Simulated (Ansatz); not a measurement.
Set up this calculation in Ansatz 0.2.0, as the native input.

* Task: band structure
* Functional: HSE06
* Potentials or basis: Ansatz PAW
* Cutoff: 420 eV (not typed: the program's choice for these potentials)
* k mesh: 6 × 6 × 2
* Occupations: fermi-dirac, width 0.05 eV
* Spin: no spin polarisation
* Path: [["G", "M", "K", "G", "A", "L", "H", "A"], ["L", "M"], ["K", "H"]]
* Points for each segment of the path: 4

Te2Mo:

```
CELL_PARAMETERS angstrom
3.51820 0.00000 0.00000
-1.75910 3.04685 0.00000
0.00000 0.00000 13.97360
ATOMIC_POSITIONS crystal
Te 0.66667 0.33333 0.37900
Te 0.33333 0.66667 0.87900
Te 0.66667 0.33333 0.12100
Te 0.33333 0.66667 0.62100
Mo 0.66667 0.33333 0.75000
Mo 0.33333 0.66667 0.25000
```

These files were run (other wordings do the same):

input

```
crystal:
  lattice:
    - [3.5182, 0.0, 0.0]
    - [-1.7591, 3.0468505756, 0.0]
    - [0.0, 0.0, 13.9736]
  atoms:
    - { symbol: Te, position: [0.6666666667, 0.3333333333, 0.379] }
    - { symbol: Te, position: [0.3333333333, 0.6666666667, 0.879] }
    - { symbol: Te, position: [0.6666666667, 0.3333333333, 0.121] }
    - { symbol: Te, position: [0.3333333333, 0.6666666667, 0.621] }
    - { symbol: Mo, position: [0.6666666667, 0.3333333333, 0.75] }
    - { symbol: Mo, position: [0.3333333333, 0.6666666667, 0.25] }
hamiltonian:
  xc: hse06
  pseudopotentials: { kind: paw }
kpoints:
  mp_grid: { grid: [6, 6, 2] }
  band_path:
    path:
      - [[0.0, 0.0, 0.0], [0.5, 0.0, 0.0], [0.3333333333, 0.3333333333, 0.0], [0.0, 0.0, 0.0], [0.0, 0.0, 0.5], [0.5, 0.0, 0.5], [0.3333333333, 0.3333333333, 0.5], [0.0, 0.0, 0.5]]
      - [[0.5, 0.0, 0.5], [0.5, 0.0, 0.0]]
      - [[0.3333333333, 0.3333333333, 0.0], [0.3333333333, 0.3333333333, 0.5]]
    npoints: 4
scf:
  occupations: { method: fermi_dirac, width: 0.05 }
  n_extra_bands: 15
output:
  forces: true
  stress: true
  eigenvalues: true
  fatbands: false
  write_density: true
  write_potential: true
  elf: true
  volumetric_format: npy
```

Results of the run:

```json
{
  "Pressure": "-0.7 GPa",
  "Largest force": "0.343 eV/Å",
  "Band gap on the k mesh": "1.24 eV, indirect (least direct gap 1.46 eV)",
  "Band gap along the path": "1.24 eV, indirect (least direct gap 1.46 eV)"
}
```

Caveat: spin-orbit coupling is left out, which moves the levels of the heavy elements; this functional lacks dispersion, which binds the layers, so the pressure and a relaxed spacing across them are unreliable; the PAW data sets come from PBE, with cores solved anew for the run's functional, which leaves a small shift of forces and pressure; the thresholds are loose for stress.

Run time: 2.7 min on 1 × NVIDIA H100 80GB HBM3 with 2 threads of AMD EPYC 7R13 Processor (Zen 3) (shared host), peak memory 3.1 GiB.
